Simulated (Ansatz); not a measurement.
**MgO: gaps at several levels of theory**

The task, for MgO: read the levels at named points of the zone under several functionals.

Computed with Ansatz 0.2.0 (DFT PBEsol, scalar-relativistic, plane waves, PAW, unless a step's input says otherwise).

That is the level of the relaxation; later steps name their own.

## Step 1: Starting point

Symmetry: P6_3mc, No. 186, hexagonal system. Conventional cell: a = 3.308 Å, b = 3.308 Å, c = 4.983 Å, α = 90.00°, β = 90.00°, γ = 120.00°. Mg (site symmetry 3m) has 4 O at 1.97 to 1.99 Å as nearest neighbours. O (site symmetry 3m) has 4 Mg at 1.97 to 1.99 Å as nearest neighbours.

As a file:

```cif
data_structure
_symmetry_space_group_name_H-M 'P6_3mc'
_symmetry_Int_Tables_number 186
_cell_length_a 3.3078
_cell_length_b 3.3078
_cell_length_c 4.9829
_cell_angle_alpha 90.000
_cell_angle_beta 90.000
_cell_angle_gamma 120.000
_cell_volume 47.22
loop_
_atom_site_label
_atom_site_type_symbol
_atom_site_symmetry_multiplicity
_atom_site_Wyckoff_symbol
_atom_site_fract_x
_atom_site_fract_y
_atom_site_fract_z
_atom_site_occupancy
Mg1 Mg 2 b 0.33333 0.66667 0.00216 1
O1 O 2 b 0.33333 0.66667 0.40244 1
```

The structure comes from the Materials Project (structure only).

(A quick probe on a coarse mesh, which set the mesh and smearing, is not shown.)

## Step 3: Full relaxation

The input, input.yaml:

```yaml
crystal:
  lattice:
    - [3.3077869865, 0.0, 0.0]
    - [-1.6538934933, 2.8646275606, 0.0]
    - [0.0, 0.0, 4.98288167]
  atoms:
    - { symbol: Mg, position: [0.33333333, 0.66666667, 0.00215974] }
    - { symbol: Mg, position: [0.66666667, 0.33333333, 0.50215974] }
    - { symbol: O, position: [0.33333333, 0.66666667, 0.40244026] }
    - { symbol: O, position: [0.66666667, 0.33333333, 0.90244026] }
basis:
  ecutwfc: 420
kpoints:
  mp_grid: { grid: [9, 9, 6] }
hamiltonian:
  xc: pbesol
scf:
  occupations: { method: gaussian, width: 0.02 }
output:
  forces: true
  stress: true
  eigenvalues: true
relax:
  adjacent_minimum: "off"
  f_tol: 0.005
  max_steps: 80
  cell: { stress_tol: 0.05 }
```

Run with:

```bash
ansatz run input.yaml --threads 2 --pin off --max-ram 5120MiB --backend cpu --events-out ev --progress --plain --runs-dir out
```

Further runs follow: band edges over the whole zone; the run at PBEsol, 250 eV and coarse mesh; the run at LDA; the run at PBE0; the run at Hartree-Fock.

Before running it: what results should come out? Wanted: relaxed cell; volume; formation energy; gap, LDA; gap, PBE0; gap, Hartree-Fock.

As calculated:

| quantity | value |
| --- | --- |
| relaxed cell | a = 3.303 Å, b = 3.303 Å, c = 5.020 Å, α = 90.00°, β = 90.00°, γ = 120.00° |
| space group (0.01 Å) | P6_3mc (No. 186) |
| volume | 11.86 Å³/atom |
| formation energy (elements from runs with the same settings, not shown) | -2.65 eV/atom |
| gap, LDA | 3.37 eV, direct |
| gap, PBE0 | 5.80 eV, direct |
| gap, Hartree-Fock | 13.53 eV, direct |

In words: Relaxation left the volume within 0.5 % of the start. The gap runs from 3.37 eV (LDA) to 13.53 eV (Hartree-Fock). Hartree-Fock took about 18 times the CPU time of LDA, on unlike meshes where the table says so. Hartree-Fock has no screening, so it overshoots gaps by far. The cheap run is there to show what low settings cost; its numbers aren't properties. The settings are coarse, so take the values as rough.
